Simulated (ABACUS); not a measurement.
PtS2:

```
Pt S
1.0
     3.54320    0.00000    0.00000
    -1.77160    3.06850    0.00000
     0.00000    0.00000    5.03880
Pt S
1 2
Direct
  0.00000 0.00000 0.00000
  0.66667 0.33333 0.77300
  0.33333 0.66667 0.22700
```

```yaml
Program: ABACUS 3.10.1
Task: single point
Functional: PBEsol
Potentials_or_basis: PseudoDojo NC SR 0.4.1 PBEsol standard
Cutoff: 1143 eV
Density_cutoff: 4572 eV
Basis: plane waves
k_mesh: 9 × 9 × 5
Occupations: fermi-dirac, width 0.05 eV
Spin: no spin polarisation
```

On this cell: pressure 6.2 GPa; largest force 0.935 eV/Å; band gap on the k mesh 0.95 eV, indirect (least direct gap 0.99 eV).

The same run follows on a disturbed copy (atoms moved at random, drawn with an rms of 0.05 Å):

```
Pt S
1.0
     3.54320    0.00000    0.00000
    -1.77160    3.06850    0.00000
     0.00000    0.00000    5.03880
Pt S
1 2
Direct
  0.99943 0.99349 0.01005
  0.66718 0.33107 0.77169
  0.33506 0.67148 0.23435
```

**Question.** What changes?

**Answer.** The energy moves by -4.5 meV/atom; pressure 4.4 GPa; largest force 1.090 eV/Å; band gap on the k mesh 0.82 eV, indirect (least direct gap 0.95 eV).

Forces on the atoms (eV/Å):
```
Pt  -0.162  0.462 -0.723
S    0.020 -0.087 -0.291
S    0.142 -0.375  1.013
```

Stress tensor (GPa, compression positive):
```
 5.27 -0.23  0.38
-0.23  4.17 -0.87
 0.38 -0.87  3.86
```

Caveats: spin-orbit coupling is left out, which moves the levels of the heavy elements; an odd mesh through Γ misses points on the zone boundary, where band edges often lie.
